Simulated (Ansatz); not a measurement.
This cell of CaF$_{2}$ (fluorite) is off equilibrium:

```yaml
crystal:
  lattice:
    - [0.00000, 2.72024, 2.72024]
    - [2.72024, 0.00000, 2.72024]
    - [2.72024, 2.72024, 0.00000]
  atoms:
    - { symbol: Ca, position: [0.00000, 0.00000, 0.00000] }
    - { symbol: F, position: [0.26654, 0.26654, 0.23346] }
    - { symbol: F, position: [0.73346, 0.73346, 0.76654] }
```

Calculation: r2SCAN (plane waves to 500 eV, PAW, scalar-relativistic; Ansatz, a quantum-chemistry and plane-wave program). k mesh 11×11×11 (Γ-centred), Fermi-Dirac smearing 0.05 eV. Compression counts positive. CaF2 was relaxed with its symmetry unable to fall. The PAW data are Ansatz's earlier set.

### Question
What forces act on the atoms (eV/Å, Cartesian)?

### Answer
| atom | Fx | Fy | Fz |
|---|---|---|---|
| Ca1 | 0.000 | 0.000 | 0.000 |
| F2 | 0.000 | 0.000 | -0.702 |
| F3 | 0.000 | 0.000 | 0.702 |

### Question
Give the stress tensor in GPa and the pressure.

### Answer
```
   0.30    -2.08     0.00
  -2.08     0.30     0.00
   0.00     0.00     1.23
```
The pressure, a third of the trace, is 0.61 GPa.

(A displaced cell: forces are minus the slopes of the energy, force constants its curvatures, and phonons follow from these.)
